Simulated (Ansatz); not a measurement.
## KF (model cell, started as layered BN type): relaxing the cell for a phonon run

Aim: bring KF (model cell, started as layered BN type) to small forces and stress, as phonons need.

Program: Ansatz 0.2.0. Level of theory: DFT PBE, scalar-relativistic, plane waves, PAW; PAW set soft_1. Results are calculated unless marked as measured.

The structure was built from a prototype and need not be the compound's stable phase.

### 1. Set-up

It takes space group P6_3/mmc (No. 194, hexagonal). Conventional cell: a = 4.318 Å, b = 4.318 Å, c = 6.233 Å, α = 90.00°, β = 90.00°, γ = 120.00°. Nearest to K lie 5 F at 2.49 to 3.12 Å. Nearest to F lie 5 K at 2.49 to 3.12 Å. Farther neighbours and most contacts between anions are not listed.

### 2. A coarse first look

First a cheap look: the gap decides the mesh and the occupations, the pressure tells how far the cell has to move.

The input, input.yaml:

```yaml
crystal:
  lattice:
    - [4.31835, 0.0, 0.0]
    - [-2.15917, 3.7398, 0.0]
    - [0.0, 0.0, 6.233]
  atoms:
    - { symbol: K, position: [0.333333, 0.666667, 0.25] }
    - { symbol: K, position: [0.666667, 0.333333, 0.75] }
    - { symbol: F, position: [0.666667, 0.333333, 0.25] }
    - { symbol: F, position: [0.333333, 0.666667, 0.75] }
kpoints:
  mp_grid: { grid: [6, 6, 4] }
hamiltonian:
  xc: pbe
  pseudopotentials: { kind: paw, azcp: { folder: soft_1 } }
scf:
  occupations: { method: gaussian, width: 0.1 }
output:
  forces: true
  stress: true
  eigenvalues: true
```

Started as:

```
$ ansatz run input.yaml --threads 4 --pin off --max-ram 10240MiB --backend cpu --events-out ev --progress --plain --runs-dir out
```

Numbers of over 12 decimals in the logs are rounded to 6 here.

Log:

```text
[...]
--- Band table (eV; the first three rows and the last of 21) ---
  k-point 0: bands = [... 12 lower, -0.6093, -0.6053, -0.6053, -0.3878, 4.7767, 8.7970, 9.1051, 10.3861]
  k-point 1: bands = [... 12 lower, -0.6106, -0.6077, -0.6077, -0.4873, 5.1744, 7.5048, 10.1112, 10.5089]
  k-point 2: bands = [... 12 lower, -0.6110, -0.6110, -0.6110, -0.6110, 6.1768, 6.1768, 10.5907, 10.5907]
  k-point 20: bands = [... 12 lower, -0.5679, -0.5679, -0.3521, -0.3521, 7.4395, 7.4395, 9.2725, 9.2725]
[key lines of the parts left out:]
SCF converged after 8 iterations
Free energy (F): -4697.256788 eV
Fermi energy:    2.239320 eV
P = ⅓ Tr σ = 0.5608 GPa (5.608 kbar)
```

It took 0.65 s on 4 threads of Intel Xeon Platinum 8488C (Sapphire Rapids), shared host; peak memory 0.43 GiB; 2 s of CPU time.

This step gave:

```yaml
pressure: 0.5608 GPa
gap_on_the_k_mesh: 5.076 eV
volume_per_atom: 25.17 Å³
direct_gap_on_mesh: 5.165 eV
```

The coarse mesh shows a gap of 5.08 eV and a pressure of 0.6 GPa.

### 3. Bringing the structure to rest

Harmonic phonons are second derivatives at a point where the forces vanish, and they are wanted at zero stress, so atoms and cell are relaxed first.

Changes to input.yaml since step 2:

```diff
@@ -16,3 +16,3 @@
 scf:
-  occupations: { method: gaussian, width: 0.1 }
+  occupations: { method: gaussian, width: 0.02 }
 output:
@@ -21 +21,6 @@
   eigenvalues: true
+relax:
+  adjacent_minimum: "off"
+  f_tol: 0.005
+  max_steps: 80
+  cell: { stress_tol: 0.05 }
```

Log:

```text
[...]
Crystal: 4 atoms, lattice volume = 100.661 Å³
Basis set: ecut = 420 eV, 1983 PW (Γ), exchange–correlation on 60×60×90 points (8 copies of the dense FFT grid, shifted against one another)
Bands: 20, of which v1, the nominal top of the filled ones, is band 16 counted from 1 (15 counted from 0)
Symmetry: 24 space group operations
[...]
k-points: 21 of 144
[...]
SCF iter   1: F=—  HF=-4703.400775 eV  |F-HF|=—  |Δ(HF+E_count)|=         —  Δρ=1.71e-1  dr2=2.59e1  ethr=3.10e-3  ⟨swp⟩=7.2  Hψ=2410  notcnv=0
[...]
SCF iter   8: F=-4697.256788 eV  HF=-4697.256788 eV  |F-HF|=1.51e-8  |Δ(HF+E_count)|=   1.46e-6  Δρ=6.10e-6  dr2=4.62e-8  ethr=3.13e-10  ⟨swp⟩=6.8  Hψ=2255  notcnv=0
SCF 1 converged in 8 iterations: F = -4697.256788 eV  dr2 = 4.62e-8
[...]
relax step   1: F+E_penalty+E_count = -4697.25678832 eV  Δ(F+E_penalty+E_count) = +0.000e0 eV  max|allowed force component| = 5.435e-17 eV/Å  Δτ_max = 0.0000 Å  P = +0.561 GPa  Ω = 100.661 Å³  (8 SCF iters, dr2 threshold 1.00e-7 eV, accepted)
Crystal: 4 atoms, lattice volume = 99.300 Å³
Basis set: ecut = 420 eV, 1945 PW (Γ), exchange–correlation on 60×60×90 points (8 copies of the dense FFT grid, shifted against one another)
[...]
iter 1 solved again at ethr=2.73e-5 eV; its pass at ethr=3.10e-3 eV (dr2=8.74e-3 eV) is discarded
[...]
SCF iter   6: F=-4697.365571 eV  HF=-4697.365571 eV  |F-HF|=2.41e-8  |Δ(HF+E_count)|=   1.94e-7  Δρ=4.28e-6  dr2=1.91e-8  ethr=1.16e-9  ⟨swp⟩=2.0  Hψ=1525  notcnv=0
SCF 2 converged in 6 iterations: F = -4697.365571 eV  dr2 = 1.91e-8
relax step   2: F+E_penalty+E_count = -4697.36557064 eV  Δ(F+E_penalty+E_count) = -1.088e-1 eV  max|allowed force component| = 3.585e-17 eV/Å  Δτ_max = 0.0000 Å  P = -0.054 GPa  Ω = 99.300 Å³  energy of the carried Pulay correction = +1.066e-3 eV  (6 SCF iters, dr2 threshold 4.00e-7 eV, accepted)
Crystal: 4 atoms, lattice volume = 96.052 Å³
Basis set: ecut = 420 eV, 1885 PW (Γ), exchange–correlation on 60×60×90 points (8 copies of the dense FFT grid, shifted against one another)
[...]
SCF iter   6: F=-4697.438247 eV  HF=-4697.438247 eV  |F-HF|=4.46e-8  |Δ(HF+E_count)|=   7.68e-7  Δρ=6.37e-6  dr2=4.05e-8  ethr=1.25e-9  ⟨swp⟩=6.0  Hψ=2068  notcnv=0
SCF 3 converged in 6 iterations: F = -4697.438247 eV  dr2 = 4.05e-8
relax step   3: F+E_penalty+E_count = -4697.43824748 eV  Δ(F+E_penalty+E_count) = -7.268e-2 eV  max|allowed force component| = 7.286e-17 eV/Å  Δτ_max = 0.0000 Å  P = +0.162 GPa  Ω = 96.052 Å³  energy of the carried Pulay correction = +3.791e-3 eV  (6 SCF iters, dr2 threshold 4.00e-7 eV, accepted)
[... from here on, the SCF cycles and remarks between the steps are left out ...]
relax step   4: F+E_penalty+E_count = -4697.45060173 eV  Δ(F+E_penalty+E_count) = -1.235e-2 eV  max|allowed force component| = 3.585e-17 eV/Å  Δτ_max = 0.0000 Å  P = -0.764 GPa  Ω = 98.651 Å³  energy of the carried Pulay correction = +1.458e-3 eV  (6 SCF iters, dr2 threshold 4.00e-7 eV, accepted)
relax step   5: F+E_penalty+E_count = -4697.46547760 eV  Δ(F+E_penalty+E_count) = -1.488e-2 eV  max|allowed force component| = 2.602e-17 eV/Å  Δτ_max = 0.0000 Å  P = +0.317 GPa  Ω = 94.612 Å³  energy of the carried Pulay correction = +4.989e-3 eV  (6 SCF iters, dr2 threshold 4.00e-7 eV, accepted)
relax step   6: F+E_penalty+E_count = -4697.46604900 eV  Δ(F+E_penalty+E_count) = -5.714e-4 eV  max|allowed force component| = 3.412e-17 eV/Å  Δτ_max = 0.0000 Å  P = +0.019 GPa  Ω = 95.660 Å³  energy of the carried Pulay correction = +4.071e-3 eV  (5 SCF iters, dr2 threshold 4.00e-7 eV, accepted)
relax step   7: F+E_penalty+E_count = -4697.47326967 eV  Δ(F+E_penalty+E_count) = -7.221e-3 eV  max|allowed force component| = 2.371e-17 eV/Å  Δτ_max = 0.0000 Å  P = +0.141 GPa  Ω = 95.660 Å³  stress off target by 2.43e-1 GPa  SCF on the basis re-selected at this cell (its energy is not comparable with the rows above)  (7 SCF iters)
relax step   8: F+E_penalty+E_count = -4697.47359827 eV  Δ(F+E_penalty+E_count) = -3.286e-4 eV  max|allowed force component| = 2.776e-17 eV/Å  Δτ_max = 0.0000 Å  P = +0.028 GPa  Ω = 96.126 Å³  energy of the carried Pulay correction = -3.927e-4 eV  (5 SCF iters, dr2 threshold 1.48e-7 eV, accepted)
relax step   9: F+E_penalty+E_count = -4697.47398532 eV  Δ(F+E_penalty+E_count) = -3.870e-4 eV  max|allowed force component| = 2.139e-17 eV/Å  Δτ_max = 0.0000 Å  P = +0.039 GPa  Ω = 96.126 Å³  stress off target by 5.80e-2 GPa  SCF on the basis re-selected at this cell (its energy is not comparable with the rows above)  (7 SCF iters)
relax step  10: F+E_penalty+E_count = -4697.47389163 eV  Δ(F+E_penalty+E_count) = +9.369e-5 eV  max|allowed force component| = 1.735e-17 eV/Å  Δτ_max = 0.0000 Å  P = +0.003 GPa  Ω = 96.281 Å³  energy of the carried Pulay correction = -1.322e-4 eV  (6 SCF iters, dr2 threshold 8.42e-9 eV, accepted)
[...]
SCF iter   8: F=-4697.474003 eV  HF=-4697.474003 eV  |F-HF|=0.00e0  |Δ(HF+E_count)|=  9.09e-12  Δρ=5.24e-8  dr2=1.55e-12  ethr=1.00e-12  ⟨swp⟩=4.0  Hψ=1300  notcnv=0
SCF 11 converged in 8 iterations: F = -4697.474003 eV  dr2 = 1.55e-12
relax step  11: F+E_penalty+E_count = -4697.47400329 eV  Δ(F+E_penalty+E_count) = -1.117e-4 eV  max|allowed force component| = 1.793e-17 eV/Å  Δτ_max = 0.0000 Å  P = +0.005 GPa  Ω = 96.281 Å³  stress off target by 6.36e-3 GPa  SCF on the basis re-selected at this cell (its energy is not comparable with the rows above)  (8 SCF iters)
[...]
SCF converged after 8 iterations
Free energy (F): -4697.474003 eV
[...]
Internal energy: -4697.474003 eV  (E = F + TS)
E sigma→0 (E₀):  -4697.474003 eV
Fermi energy:    2.561800 eV
[...]
--- Stress (GPa, compression-positive) ---
        0.006358       0.000000       0.000000
        0.000000       0.006358      -0.000000
        0.000000      -0.000000       0.001387
  P = ⅓ Tr σ = 0.0047 GPa (0.047 kbar)
--- Band table (eV; the first three rows and the last of 21) ---
  k-point 0: bands = [... 12 lower, -0.3350, -0.3350, -0.2403, -0.0599, 5.1835, 9.5984, 10.3161, 10.3161]
  k-point 1: bands = [... 12 lower, -0.3517, -0.3482, -0.3482, -0.2808, 5.6378, 8.2941, 10.3457, 10.3457]
  k-point 2: bands = [... 12 lower, -0.3617, -0.3617, -0.3617, -0.3617, 6.7613, 6.7613, 10.6824, 10.6824]
  k-point 20: bands = [... 12 lower, -0.3208, -0.3208, -0.2177, -0.2177, 7.7846, 7.7846, 10.0627, 10.0627]
--- Relaxed structure (8 steps of the walk, 8 accepted, 3 SCFs on fresh bases) ---
  F+E_penalty+E_count = -4697.47400329 eV   max|allowed force component| = 1.793e-17 eV/Å   (the final SCF, on the basis selected at the relaxed cell)
  cell:  # Å, volume = 96.2807 Å³
    - [4.548839, -3.0408303244070443e-6, 0.0]
    - [-2.274417, 3.939412, 0.0]
    - [0.0, 0.0, 5.372886]
  atoms:
    - { symbol: K, position: [0.333333, 0.666667, 0.250000] }
    - { symbol: K, position: [0.666667, 0.333333, 0.750000] }
    - { symbol: F, position: [0.666667, 0.333333, 0.250000] }
    - { symbol: F, position: [0.333333, 0.666667, 0.750000] }
```

Run time: 6.1 s. Hardware: 4 threads; peak memory 0.47 GiB.

Relaxation path:

```tsv
step	energy less that of the first step (eV)	largest force component (eV/Å)	pressure (GPa)	volume (Å³)
1	0.0000	0.0000	0.56	100.66
2	-0.1088	0.0000	-0.05	99.30
3	-0.1815	0.0000	0.16	96.05
4	-0.1938	0.0000	-0.76	98.65
5	-0.2087	0.0000	0.32	94.61
6	-0.2093	0.0000	0.02	95.66
7*	-0.2165	0.0000	0.14	95.66
8	-0.2168	0.0000	0.03	96.13
9*	-0.2172	0.0000	0.04	96.13
10	-0.2171	0.0000	0.00	96.28
11*	-0.2172	0.0000	0.00	96.28
```

Relaxation steps marked * repeat the geometry before them on a plane-wave basis chosen anew for their cell, so energy and pressure can jump there.

Forces are held to the 24 operations that the run works with; a distortion that breaks them can't arise in this run.

```tsv
cell as run	before	after	change
a (Å)	4.318	4.549	+5.3 %
b (Å)	4.318	4.549	+5.3 %
c (Å)	6.233	5.373	-13.8 %
volume (Å³/atom)	25.17	24.07	-4.4 %
```

Final coordinates:

```cif
data_structure
_symmetry_space_group_name_H-M 'P 1'
_symmetry_Int_Tables_number 1
_cell_length_a 4.5488
_cell_length_b 4.5488
_cell_length_c 5.3729
_cell_angle_alpha 90.000
_cell_angle_beta 90.000
_cell_angle_gamma 120.000
_cell_volume 96.28
loop_
_atom_site_label
_atom_site_type_symbol
_atom_site_fract_x
_atom_site_fract_y
_atom_site_fract_z
_atom_site_occupancy
K1 K 0.33333 0.66667 0.25000 1
K2 K 0.66667 0.33333 0.75000 1
F3 F 0.66667 0.33333 0.25000 1
F4 F 0.33333 0.66667 0.75000 1
```

This step gave:

| Quantity | Value |
| --- | --- |
| pressure | 0.004701 GPa |
| gap on the k-mesh | 5.243 eV |
| volume per atom | 24.07 Å³ |
| direct gap on mesh | 5.243 eV |

In this step the volume went from 25.17 to 24.07 Å³/atom.

### 4. Relaxing to small forces for the phonons

Phonons need a cell at rest on their own settings, so the relaxation is repeated with tight tolerances on forces and stress on the k mesh and occupations of the first response run.

input.yaml, the sections that differ from step 3:

```yaml
crystal:
  lattice:
    - [4.5488393868, -3.0408e-06, 0.0]
    - [-2.2744170599, 3.9394119871, 0.0]
    - [0.0, 0.0, 5.3728857049]
  atoms:
    - { symbol: K, position: [0.3333333333, 0.6666666667, 0.25] }
    - { symbol: K, position: [0.6666666667, 0.3333333333, 0.75] }
    - { symbol: F, position: [0.6666666667, 0.3333333333, 0.25] }
    - { symbol: F, position: [0.3333333333, 0.6666666667, 0.75] }
scf:
  occupations: { method: fixed }
relax:
  adjacent_minimum: "off"
  f_tol: 0.001
  max_steps: 60
  cell: { stress_tol: 0.01 }
# kpoints, hamiltonian, output: as in step 3
```

Log:

```text
[...]
Crystal: 4 atoms, lattice volume = 96.281 Å³
Basis set: ecut = 420 eV, 1859 PW (Γ), exchange–correlation on 64×64×72 points (8 copies of the dense FFT grid, shifted against one another)
Bands: 20, of which v1, the nominal top of the filled ones, is band 16 counted from 1 (15 counted from 0)
Symmetry: 24 space group operations
[...]
k-points: 21 of 144
[...]
--- Relaxed structure (1 steps of the walk, 1 accepted, 1 SCFs on fresh bases) ---
[...]
cell:  # Å, volume = 96.2807 Å³
    - [4.548839, -3.0408519339708437e-6, 0.0]
    - [-2.274417, 3.939412, 0.0]
    - [0.0, 0.0, 5.3728857049]
  atoms:
    - { symbol: K, position: [0.333333, 0.666667, 0.25] }
    - { symbol: K, position: [0.666667, 0.333333, 0.75] }
    - { symbol: F, position: [0.666667, 0.333333, 0.25] }
    - { symbol: F, position: [0.333333, 0.666667, 0.75] }
[key lines of the parts left out:]
SCF converged after 9 iterations
Free energy (F): -4697.474003 eV
Fermi energy:    -0.059896 eV
P = ⅓ Tr σ = 0.0047 GPa (0.047 kbar)
```

Wall time 1.3 s (4 threads); peak memory 0.45 GiB.

Little changed from the start: no atom moved by 0.005 Å and no cell edge by 0.1 %.

This step gave:

```
pressure : 0.004703 GPa
```

The forces vanish by symmetry and the pressure is 0.005 GPa, within the tolerances set. The cell now holds 24.07 Å³/atom.

### 5. Summary of results

```
space group after relaxation (within 0.01 Å) : P6_3/mmc
lattice constant a                           : 4.549 Å
lattice constant b                           : 4.549 Å
lattice constant c                           : 5.373 Å
volume per atom                              : 24.1 Å³
gap on the k-mesh                            : 5.24 eV
```

What this shows: The forces vanish by symmetry and the pressure is 0.005 GPa, within the tolerances set. The cell now holds 24.07 Å³/atom. The relaxation keeps the symmetry of its start, so it says nothing on stability against lower symmetry. The starting cell was built on a prototype and not taken from a measurement, so the phase need not exist.

[Logs are printed without paths, hosts, clocks, repeated set-up lines and the standing remarks that a program may print on its own settings, such as how far it seeks lower states.]

[Hosts, paths, dates, database ids (printed as entryN), source tags and the programs' standing remarks are cut or masked in the printed files.]
